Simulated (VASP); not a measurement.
Level of theory: LDA (Ceperley-Alder, Perdew-Zunger), VASP's LDA PAW potentials (set 64) (plane waves; VASP).

VASP ran on this input.

### KPOINTS
```
Automatic mesh
0
Gamma
6 6 6
0 0 0
```

### POSCAR
```
CsCl
1
    3.9763050118     0.0000000000     0.0000000000
    0.0000000000     3.9763050118     0.0000000000
    0.0000000000     0.0000000000     3.9763050118
Cs Cl
1 1
Direct
  0.0000000000   0.0000000000   0.0000000000
  0.5000000000   0.5000000000   0.5000000000
```

**INCAR**
```
SYSTEM = CsCl
PREC = Accurate; ENCUT = 520; LREAL = .FALSE.
LASPH = .TRUE.
EDIFF = 1E-6; NELM = 100; ALGO = Normal
LMAXMIX = 4
ISMEAR = 0; SIGMA = 0.05
IBRION = 2; NSW = 60; ISIF = 3
EDIFFG = -0.01
LWAVE = .FALSE.; LCHARG = .FALSE.
```

POTCAR, in this order: Cs_sv Cl (LDA.64 set). Program: vasp_std.

The resulting files:

### OUTCAR
```
 ion  position               nearest neighbor table
   1  0.000  0.000  0.000-
   2  0.500  0.500  0.500-
  LATTYP: Found a simple cubic cell.
 ALAT       =     3.9763050118
 Subroutine PRICEL returns:
 Original cell was already a primitive cell.
 Subroutine GETGRP returns: Found 48 space group operations
The static configuration has the point symmetry O_h .
The dynamic configuration has the point symmetry O_h .
 Subroutine INISYM returns: Found 48 space group operations
 Subroutine IBZKPT returns following result:
 Found     20 irreducible k-points:

 Following reciprocal coordinates:
            Coordinates               Weight
  0.000000  0.000000  0.000000      1.000000
  0.166667  0.000000  0.000000      6.000000
  0.333333  0.000000  0.000000      6.000000
  0.500000  0.000000  0.000000      3.000000
  0.166667  0.166667  0.000000     12.000000
  0.333333  0.166667  0.000000     24.000000
  0.500000  0.166667  0.000000     12.000000
  0.333333  0.333333  0.000000     12.000000
  0.500000  0.333333  0.000000     12.000000
...
```

OSZICAR:
```
       N       E                     dE             d eps       ncg     rms          rms(c)
DAV:   1     0.936319321534E+02    0.93632E+02   -0.71496E+03   480   0.117E+03
DAV:   2    -0.149974738372E+01   -0.95132E+02   -0.89505E+02   716   0.186E+02
DAV:   3    -0.761883502590E+01   -0.61191E+01   -0.60973E+01   612   0.542E+01
DAV:   4    -0.767360489919E+01   -0.54770E-01   -0.54742E-01   560   0.634E+00
DAV:   5    -0.767440648014E+01   -0.80158E-03   -0.80147E-03   600   0.747E-01    0.233E+00
DAV:   6    -0.735793070772E+01    0.31648E+00   -0.55113E-01   540   0.455E+00    0.172E+00
DAV:   7    -0.731566900277E+01    0.42262E-01   -0.16314E-01   680   0.233E+00    0.930E-01
DAV:   8    -0.731017019302E+01    0.54988E-02   -0.10923E-02   576   0.770E-01    0.121E-01
DAV:   9    -0.730957390720E+01    0.59629E-03   -0.14738E-03   644   0.253E-01    0.935E-02
DAV:  10    -0.730959150373E+01   -0.17597E-04   -0.10559E-04   576   0.861E-02    0.200E-02
DAV:  11    -0.730959438923E+01   -0.28855E-05   -0.10206E-05   564   0.236E-02    0.373E-03
DAV:  12    -0.730959397658E+01    0.41264E-06   -0.35572E-06   544   0.120E-02
   1 F= -.73095940E+01 E0= -.73095940E+01  d E =-.730959E+01
```

OUTCAR:
```
------------------------ aborting loop because EDIFF is reached ----------------------------------------
  FORCE on cell =-STRESS in cart. coord.  units (eV):
  Direction    XX          YY          ZZ          XY          YZ          ZX
  --------------------------------------------------------------------------------------
  Total       -0.0086223     -0.0086223     -0.0086223      0.0000000     -0.0000000      0.0000000
  in kB       -0.2197326     -0.2197326     -0.2197326      0.0000000     -0.0000000      0.0000000
  external PRESSURE =      -0.2197326 kB  Pullay stress =       0.0000000 kB
  volume of cell :       62.87
      direct lattice vectors                 reciprocal lattice vectors
     3.976305012  0.000000000  0.000000000     0.251489762  0.000000000  0.000000000
     0.000000000  3.976305012  0.000000000     0.000000000  0.251489762  0.000000000
     0.000000000  0.000000000  3.976305012     0.000000000  0.000000000  0.251489762
 POSITION                                       TOTAL-FORCE (eV/Angst)
 -----------------------------------------------------------------------------------
      0.00000      0.00000      0.00000         0.000000      0.000000      0.000000
      1.98815      1.98815      1.98815         0.000000      0.000000      0.000000
 -----------------------------------------------------------------------------------
    total drift:                                0.000000      0.000000     -0.000000
  FREE ENERGIE OF THE ION-ELECTRON SYSTEM (eV)
  ---------------------------------------------------
  free  energy   TOTEN  =        -7.3095939766 eV

  energy  without entropy=       -7.3095939766  energy(sigma->0) =       -7.30959398

 reached required accuracy - stopping structural energy minimisation
```
(Selected blocks of OUTCAR.)

The compound is CsCl in the CsCl type structure. It was relaxed first, which changed the volume by -10 %. The start is the result of an earlier pass.
